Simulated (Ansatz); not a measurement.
**From the elastic tensor of InP at 7 GPa (stress–strain coefficients) to moduli and sound speeds**

The calculation used Ansatz, DFT LDA, scalar-relativistic, plane waves, PAW. Settings: 420 eV plane-wave cutoff, Γ-centred 10×10×10 mesh, fixed occupations. No spin polarisation.

It takes space group F-43m (No. 216, cubic). Conventional cell: a = 5.671 Å, b = 5.671 Å, c = 5.671 Å, α = 90.00°, β = 90.00°, γ = 90.00°. In (site symmetry -43m) has 4 P at 2.46 Å as nearest neighbours. P (site symmetry -43m) is surrounded by 4 In at 2.46 Å.

At this pressure the crystal is close to a known change of phase.

Relaxed-ion constants (GPa, on the Cartesian axes of the calculation):
C11 = 128.2, C12 = 88.5, C13 = 88.5, C22 = 128.2, C23 = 88.5, C33 = 128.2, C44 = 45.0, C55 = 45.0, C66 = 45.0 GPa; the others vanish.

Density 5.309 g/cm³; 2 atoms in 45.60 Å³.

The values that follow are for a polycrystal of randomly turned grains, by Hill's mean where one number stands.

With S = C⁻¹: B_V = (C11+C22+C33+2(C12+C13+C23))/9, G_V = (C11+C22+C33−C12−C13−C23+3(C44+C55+C66))/15, 1/B_R = S11+S22+S33+2(S12+S13+S23), 15/G_R = 4(S11+S22+S33−S12−S13−S23)+3(S44+S55+S66); Hill is their mean. Then v_l = √((B+4G/3)/ρ), v_t = √(G/ρ), v_m = [(2/v_t³+1/v_l³)/3]^(−1/3) and Θ = (ħ/k_B)·v_m·(6π²n/V)^(1/3) for n atoms in the volume V; E = 9BG/(3B+G), ν = (3B−2G)/(2(3B+G)) and A^U = 5G_V/G_R + B_V/B_R − 6.

* Bulk modulus, Voigt / Reuss / Hill: 101.8 / 101.8 / 101.8 GPa
* Shear modulus, Voigt / Reuss / Hill: 34.9 / 29.9 / 32.4 GPa
* Young's modulus: 88 GPa
* Poisson ratio: 0.356
* Pugh ratio B/G: 3.14
* Universal anisotropy index: 0.85
* Longitudinal and transverse sound speeds: 5225 and 2471 m/s
* Debye temperature from the mean sound speed: 292 K

Cost: 1 run of about 1.2 core-minutes, on Intel Xeon Platinum 8488C (Sapphire Rapids) (shared hosts).

InP at this pressure resists compression far more strongly than shear, with a bulk modulus of 101.8 GPa against a Hill shear modulus of 32.4 GPa. Uniform compression must shorten the In–P bonds, whereas a tetragonal shear can be accommodated largely by bending bond angles, which costs little in an open, partly ionic tetrahedral network. The corresponding stiffness, (C11 − C12)/2, is less than half of C44. This contrast produces the anisotropy and makes ⟨111⟩ the stiffest direction and ⟨100⟩ the softest under uniaxial load.

All the cubic stability conditions are met, so the zinc-blende lattice is stable against small homogeneous strains. That doesn't make it the phase of lowest enthalpy, because a reconstructive transition to a more highly coordinated structure can occur well before any elastic constant vanishes. The Pugh ratio of 3.14 would conventionally indicate ductility, but that rule was drawn from metals; in a covalent semiconductor, plasticity depends on dislocation mobility, which the elastic constants don't determine.
